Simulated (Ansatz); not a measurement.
# The honeycomb AlP bilayer (AB) under a gate, part 4 of 4

Wanted: Fermi level and gate voltage of the honeycomb AlP bilayer (AB) as it is charged.

Ansatz 0.2.0; plane-wave DFT, PBE-D3(BJ), Ansatz PAW.

So far. Step 11 (Gated layer, added electrons -10×10¹³ per cm²): Against the uncharged case this takes -7.43 V.

**14. Varying the input**

Another changed input: it repeats the earlier run at 1 × 10¹³ added electrons per cm² with kpoints.mp_grid.grid from [72, 72, 1] to [12, 12, 1].

input.yaml

```yaml
crystal:
  lattice:
    - [3.8486900936, 0.0, 0.0]
    - [-1.9243450468, 3.3330633923, 0.0]
    - [0.0, 0.0, 37.0709155088]
  atoms:
    - { symbol: P, position: [0.6666666667, 0.3333333333, 0.454534229] }
    - { symbol: Al, position: [0.3333333333, 0.6666666667, 0.4720966231] }
    - { symbol: P, position: [0.0, 0.0, 0.545465771] }
    - { symbol: Al, position: [0.6666666667, 0.3333333333, 0.5261669041] }
  periodic: [true, true, false]
  symmetry: { detect: true }
total_charge: -0.012828
kpoints:
  mp_grid: { grid: [12, 12, 1] }
  band_path:
    path: [[0, 0, 0], [0.5, 0, 0], [0.33333333, 0.33333333, 0], [0, 0, 0]]
    npoints: 16
hamiltonian:
  xc: pbe
  dispersion: d3bj
scf:
  occupations: { method: fermi_dirac, width: 0.02585 }
  convergence: { dr2_threshold: 1.0e-10 }
output:
  forces: true
  eigenvalues: true
  write_potential: true
  write_density: true
  volumetric_format: npy
external_charges:
  - { charge: 0, barrier: 10, axis: 3, height: 23.721, sigma: 0.25 }
  - { charge: 0.012828, axis: 3, height: 25.221, sigma: 0.5 }
```

Started as:

```sh
$ ansatz run input.yaml --threads 4 --pin off --max-ram 16384MiB --backend cpu --events-out ev --progress --plain --runs-dir out
```

Numbers of over 12 decimals in the logs are rounded to 6 here.

Output:

```text
[...]
Crystal: 4 atoms, lattice volume = 475.543 Å³
Basis set: ecut = 420 eV, 9303 PW (Γ), exchange–correlation on 54×54×500 points (8 copies of the dense FFT grid, shifted against one another)
Bands: 13, of which v1, the nominal top of the filled ones, is band 8 counted from 1 (7 counted from 0)
Symmetry: 6 space group operations
[...]
k-points: 19 of 144 (time reversal used)
[...]
SCF iter   1: F=—  HF=-2588.991082 eV  |F-HF|=—  |Δ(HF+E_count)|=         —  Δρ=1.90e-2  dr2=3.03e0  ethr=3.10e-3  ⟨swp⟩=16.4  Hψ=3362  notcnv=0
[...]
SCF iter  12: F=-2588.150769 eV  HF=-2588.150769 eV  |F-HF|=1.16e-9  |Δ(HF+E_count)|=   1.38e-9  Δρ=6.67e-8  dr2=3.64e-11  ethr=1.00e-12  ⟨swp⟩=19.2  Hψ=2758  notcnv=0
SCF 1 converged in 12 iterations: F = -2588.150769 eV  dr2 = 3.64e-11
[...]
SCF converged after 12 iterations
Free energy (F): -2588.150769 eV
[...]
Internal energy: -2588.150024 eV  (E = F + TS)
E sigma→0 (E₀):  -2588.150396 eV
Entropy (-TS):   -0.000745 eV (-0.186 meV/atom)
Fermi energy:    -4.690130 eV
[...]
--- Forces (eV/Å), atoms and charges each counted from 1 ---
  atom   1  P      0.00000000    -0.00000000     0.01889054
  atom   2  Al     0.00000000     0.00000000    -0.00215823
  atom   3  P     -0.00000000    -0.00000000    -0.00509200
  atom   4  Al    -0.00000000     0.00000000    -0.02082148
  external charge   1     0.00000000     0.00000000     0.01034127
  external charge   2     0.00000000     0.00000000    -0.00116012
  max |Σ_I F_I| component, the external charges' with the atoms': 3.34e-9 eV/Å
--- Band table (eV; the first three rows and the last of 19) ---
  k-point 0: bands = [... 4 lower, -6.5284, -6.0352, -5.6041, -5.6041, -3.0004, -2.3846, -1.4478, -1.4478, ... 1 higher]
  k-point 1: bands = [... 4 lower, -6.6597, -6.0553, -5.9578, -5.6762, -2.7046, -2.1151, -1.5137, -1.2248, ... 1 higher]
  k-point 2: bands = [... 4 lower, -6.9627, -6.9398, -5.8740, -5.8426, -2.9552, -1.7687, -1.4400, -0.6433, ... 1 higher]
  k-point 18: bands = [... 4 lower, -9.3766, -8.6496, -6.9591, -5.7162, -4.1233, -1.4699, -0.6813, 0.7034, ... 1 higher]
```

It took 9.5 s on 4 threads of Arm Neoverse V1, shared host; peak memory 0.66 GiB; 37 s of CPU time.

| quantity | this run | earlier run | difference |
| --- | --- | --- | --- |
| potential beyond the upper barrier and gate, less the barrier, from the Fermi level (eV) | 4.723 | 4.697 | 0.026 |

It moves by +0.0262 eV.

The change shows in the results, which are not taken further.

**15. The same run with other settings**

Another changed input: it repeats the earlier run at 1 × 10¹³ added electrons per cm² with kpoints.mp_grid.grid from [72, 72, 1] to [24, 24, 1].

input.yaml, as its differences from that of step 14:

```diff
@@ -14,3 +14,3 @@
 kpoints:
-  mp_grid: { grid: [12, 12, 1] }
+  mp_grid: { grid: [24, 24, 1] }
   band_path:
```

Output:

```text
[...]
Crystal: 4 atoms, lattice volume = 475.543 Å³
Basis set: ecut = 420 eV, 9303 PW (Γ), exchange–correlation on 54×54×500 points (8 copies of the dense FFT grid, shifted against one another)
Bands: 13, of which v1, the nominal top of the filled ones, is band 8 counted from 1 (7 counted from 0)
Symmetry: 6 space group operations
[...]
k-points: 61 of 576 (time reversal used)
[...]
SCF iter   1: F=—  HF=-2588.990927 eV  |F-HF|=—  |Δ(HF+E_count)|=         —  Δρ=1.90e-2  dr2=3.03e0  ethr=3.10e-3  ⟨swp⟩=16.4  Hψ=10976  notcnv=0
[...]
SCF iter  13: F=-2588.150545 eV  HF=-2588.150545 eV  |F-HF|=4.77e-11  |Δ(HF+E_count)|=  7.89e-10  Δρ=3.28e-8  dr2=2.32e-11  ethr=1.00e-12  ⟨swp⟩=20.3  Hψ=7769  notcnv=0
SCF 1 converged in 13 iterations: F = -2588.150545 eV  dr2 = 2.32e-11
[...]
SCF converged after 13 iterations
Free energy (F): -2588.150545 eV
[...]
Internal energy: -2588.149860 eV  (E = F + TS)
E sigma→0 (E₀):  -2588.150203 eV
Entropy (-TS):   -0.000685 eV (-0.171 meV/atom)
Fermi energy:    -4.665466 eV
[...]
--- Forces (eV/Å), atoms and charges each counted from 1 ---
  atom   1  P      0.00000000    -0.00000000     0.01866194
  atom   2  Al     0.00000000     0.00000000    -0.00209829
  atom   3  P      0.00000000    -0.00000000    -0.00479554
  atom   4  Al     0.00000000     0.00000000    -0.02094719
  external charge   1     0.00000000     0.00000000     0.01034160
  external charge   2     0.00000000     0.00000000    -0.00116012
  max |Σ_I F_I| component, the external charges' with the atoms': 2.40e-6 eV/Å
--- Band table (eV; the first three rows and the last of 61) ---
  k-point 0: bands = [... 4 lower, -6.5284, -6.0352, -5.6042, -5.6042, -3.0004, -2.3847, -1.4478, -1.4478, ... 1 higher]
  k-point 1: bands = [... 4 lower, -6.5632, -6.0116, -5.7270, -5.6223, -2.8958, -2.2971, -1.4920, -1.3909, ... 1 higher]
  k-point 2: bands = [... 4 lower, -6.6597, -6.0554, -5.9578, -5.6763, -2.7046, -2.1151, -1.5137, -1.2248, ... 1 higher]
  k-point 60: bands = [... 4 lower, -9.3766, -8.6496, -6.9591, -5.7163, -4.1233, -1.4699, -0.6813, 0.7034, ... 1 higher]
```

Run time: 22 s. Hardware: 4 threads; peak memory 0.87 GiB.

| quantity | this run | earlier run | difference |
| --- | --- | --- | --- |
| potential beyond the upper barrier and gate, less the barrier, from the Fermi level (eV) | 4.698 | 4.697 | 0.0015 |

Nothing in the table moves by 0.01 in its unit. The run took 13 SCF cycles against 12.

The change did no harm here.

**16. A changed input**

This step: plane-wave DFT, PBE-D3(BJ), Ansatz PAW, but for the change named below (Ansatz 0.2.0).

An input spoilt on purpose, to show how the run answers: it repeats the earlier run at 1 × 10¹³ added electrons per cm² with hamiltonian.xc from pbe to pbe96, and scf.max_iter set to 80.

input.yaml, as its differences from that of step 15:

```diff
@@ -14,3 +14,3 @@
 kpoints:
-  mp_grid: { grid: [24, 24, 1] }
+  mp_grid: { grid: [72, 72, 1] }
   band_path:
@@ -19,3 +19,3 @@
 hamiltonian:
-  xc: pbe
+  xc: pbe96
   dispersion: d3bj
@@ -24,2 +24,3 @@
   convergence: { dr2_threshold: 1.0e-10 }
+  max_iter: 80
 output:
```

Output:

```text
Error: YAML parse error: error: line 20 column 7: hamiltonian.xc: unknown variant `pbe96`, expected one of `lda`, `lda-pw`, `pw92`, `pbe`, `pbesol`, `rpbe`, `revpbe`, `blyp`, `pbe0`, `revpbe0`, `b3lyp`, `b3lyp5`, `hse06`, `wpbeh`, `hiss`, `lc_wpbe`, `cam_b3lyp`, `hf`, `r2scan`, `r2scanh`, `r2scan0`, `r2scan50`, `mr2scan`
  --> <input>:20:7
   |
18 |     npoints: 16
19 | hamiltonian:
20 |   xc: pbe96
   |       ^ hamiltonian.xc: unknown variant `pbe96`, expected one of `lda`, `lda-pw`, `pw92`, `pbe`, `pbesol`, `rpbe`, `revpbe`, `blyp`, `pbe0`, `revpbe0`, `b3lyp`, `b3lyp5`, `hse06`, `wpbeh`, `hiss`, `lc_wpbe`, `cam_b3lyp`, `hf`, `r2scan`, `r2scanh`, `r2scan0`, `r2scan50`, `mr2scan`
21 |   dispersion: d3bj
22 | scf:
   |
```

The job ended after 0.02 s (4 threads; peak memory 0.022 GiB).

The program refused the input before any cycle.

The program's message: “Error: YAML parse error: error: line 20 column 7: hamiltonian.xc: unknown variant `pbe96`, expected one of `lda`, `lda-pw`, `pw92`, `pbe`, `pbesol`, `rpbe`, `revpbe`, `blyp`, `pbe0`, `revpbe0`, `b3lyp …”

The fault put into the input: an unknown functional.

**17. A changed input**

This step: plane-wave DFT, PBE-D3(BJ), Ansatz PAW (Ansatz 0.2.0).

Another changed input: it repeats the earlier run at 1 × 10¹³ added electrons per cm² with scf.occupations.width from 0.02585 to 0.005 and kpoints.mp_grid.shift to [0.5, 0.5, 0.0].

input.yaml, as its differences from that of step 16:

```diff
@@ -14,3 +14,3 @@
 kpoints:
-  mp_grid: { grid: [72, 72, 1] }
+  mp_grid: { grid: [72, 72, 1], shift: [0.5, 0.5, 0.0] }
   band_path:
@@ -19,8 +19,7 @@
 hamiltonian:
-  xc: pbe96
+  xc: pbe
   dispersion: d3bj
 scf:
-  occupations: { method: fermi_dirac, width: 0.02585 }
+  occupations: { method: fermi_dirac, width: 0.005 }
   convergence: { dr2_threshold: 1.0e-10 }
-  max_iter: 80
 output:
```

Output:

```text
Warning: crystal.symmetry: narrowed to the stabiliser of the k-point mesh — unitary ops 6 → 2; excluded 4 operations that carry a point of the 72×72×1 mesh (shift [0.5, 0.5, 0]) off the mesh (the run samples exactly the mesh kpoints.mp_grid names, as under crystal.symmetry.detect: false, and its converged state has the mesh's symmetry, not the crystal's; ε∞, the Born charges and the force constants of a linear response (`dielectric:` by the response, `phonons.method: dfpt`) are averaged over those of the crystal's operations that the state keeps within a tolerance, where `mesh_tensors`, `unaveraged_element` or `gamma_mean_max_change_ev_ang2` stands beside them; [rest of the remark cut]
[...]
Crystal: 4 atoms, lattice volume = 475.543 Å³
Basis set: ecut = 420 eV, 9303 PW (Γ), exchange–correlation on 54×54×500 points (8 copies of the dense FFT grid, shifted against one another)
Bands: 13, of which v1, the nominal top of the filled ones, is band 8 counted from 1 (7 counted from 0)
Symmetry: 2 space group operations
k-points: 1332 of 5184 (time reversal used)
[...]
SCF iter   1: F=—  HF=-2588.990410 eV  |F-HF|=—  |Δ(HF+E_count)|=         —  Δρ=1.90e-2  dr2=3.03e0  ethr=3.10e-3  ⟨swp⟩=16.6  Hψ=242261  notcnv=0
[...]
SCF iter  12: F=-2588.150051 eV  HF=-2588.150051 eV  |F-HF|=1.00e-9  |Δ(HF+E_count)|=   1.01e-9  Δρ=6.64e-8  dr2=2.31e-11  ethr=1.00e-12  ⟨swp⟩=22.7  Hψ=190182  notcnv=0
SCF 1 converged in 12 iterations: F = -2588.150051 eV  dr2 = 2.31e-11
[...]
SCF converged after 12 iterations
Free energy (F): -2588.150051 eV
[...]
Internal energy: -2588.150000 eV  (E = F + TS)
E sigma→0 (E₀):  -2588.150026 eV
Entropy (-TS):   -0.000051 eV (-0.013 meV/atom)
Fermi energy:    -4.647577 eV
[...]
--- Forces (eV/Å), atoms and charges each counted from 1 ---
  atom   1  P     -0.00000738     0.00000426     0.01880701
  atom   2  Al    -0.00006552     0.00003783    -0.00211887
  atom   3  P      0.00017639    -0.00010184    -0.00490168
  atom   4  Al    -0.00010371     0.00005988    -0.02096674
  external charge   1     0.00000000     0.00000000     0.01034141
  external charge   2     0.00000000     0.00000000    -0.00116012
  max |Σ_I F_I| component, the external charges' with the atoms': 1.02e-6 eV/Å
--- Band table (eV; the first three rows and the last of 1332) ---
  k-point 0: bands = [... 4 lower, -6.5313, -6.0328, -5.6148, -5.6057, -2.9909, -2.3767, -1.4523, -1.4431, ... 1 higher]
  k-point 1: bands = [... 4 lower, -6.5412, -6.0255, -5.6497, -5.6108, -2.9602, -2.3511, -1.4662, -1.4271, ... 1 higher]
  k-point 2: bands = [... 4 lower, -6.5587, -6.0144, -5.7103, -5.6200, -2.9091, -2.3083, -1.4874, -1.3985, ... 1 higher]
  k-point 1331: bands = [... 4 lower, -7.8111, -7.4195, -6.5595, -6.1224, -4.6667, -2.7464, -1.9465, -0.9505, ... 1 higher]
```

It took 6.4 min on 4 threads; peak memory 7.5 GiB.

Numbers from this step:

| Quantity | Value |
| --- | --- |
| potential beyond the upper barrier and gate, less the barrier, from the Fermi level | 4.680 eV |

The electronic bands at the labelled points (eV, zero at the Fermi level):

| point | band 5 | band 6 | band 7 | band 8 | band 9 | band 10 | band 11 | band 12 |
| --- | --- | --- | --- | --- | --- | --- | --- | --- |
| Γ | -1.88 | -1.39 | -0.96 | -0.96 | 1.65 | 2.26 | 3.20 | 3.20 |
| halfway | -3.08 | -2.65 | -1.48 | -1.07 | 1.05 | 2.51 | 3.20 | 4.37 |
| M | -3.16 | -2.77 | -1.91 | -1.48 | -0.02 | 1.90 | 2.70 | 3.70 |
| halfway | -4.15 | -3.17 | -2.47 | -1.22 | 0.67 | 2.90 | 3.25 | 3.94 |
| K | -4.73 | -4.00 | -2.31 | -1.07 | 0.52 | 3.18 | 3.97 | 5.35 |
| halfway | -3.50 | -2.81 | -2.22 | -0.97 | 1.58 | 3.14 | 3.51 | 3.74 |
| Γ | -1.88 | -1.39 | -0.96 | -0.96 | 1.65 | 2.26 | 3.20 | 3.20 |

| quantity | this run | earlier run | difference |
| --- | --- | --- | --- |
| potential beyond the upper barrier and gate, less the barrier, from the Fermi level (eV) | 4.680 | 4.697 | -0.016 |

It moves by -0.0164 eV.

Of the bands kept, 1 crosses the Fermi level on this path.

**18. Summary of results**

```
gap with uncharged gates                    : 0.892 eV
gate voltage at 10×10¹³ holes per cm²       : -7.43 V
gate voltage at 10×10¹³ electrons per cm²   : +7.36 V
total capacitance near 8×10¹³ holes per cm² : 2.26 µF/cm²
```

What this shows: Putting 10×10¹³ holes per cm² on the layer takes -7.43 V on the gate; how far the Fermi level moves against the bands is taken for single layers without spin and with an even electron count alone. Between the first holes and the first electrons the voltage runs over 2.21 V: the drop across the plates for that charge, plus the way of the Fermi level through the region of the 0.89 eV gap. The zero of the voltage lies where the smearing puts the uncharged Fermi level. Plates 5 Å apart would give 1.77 µF/cm² in vacuum; the computed total runs from 1.4 to 2.36 µF/cm². A value over that of the plates means that the screening charge has its centre outside the outer atoms; a low density of states works the other way. Few carriers sample few k-points, so the slopes at the lowest densities depend on the mesh and on the temperature. The gates are charged sheets behind model barriers, not atoms. After relaxation neighbouring layers come as close as 2.0 Å along the normal, so they are bonded in part and no longer a van der Waals stack.

[Logs are printed without paths, hosts, clocks, repeated set-up lines and the standing remarks that a program may print on its own settings, such as how far it seeks lower states.]

[Hosts, paths, dates, database ids (printed as entryN), source tags and the programs' standing remarks are cut or masked in the printed files.]

[Maps of the electrostatic potential energy from Ansatz leave out the sawtooth potential of an applied field or a dipole correction, so their vacuum need not be flat; planar profiles and work functions include it.]
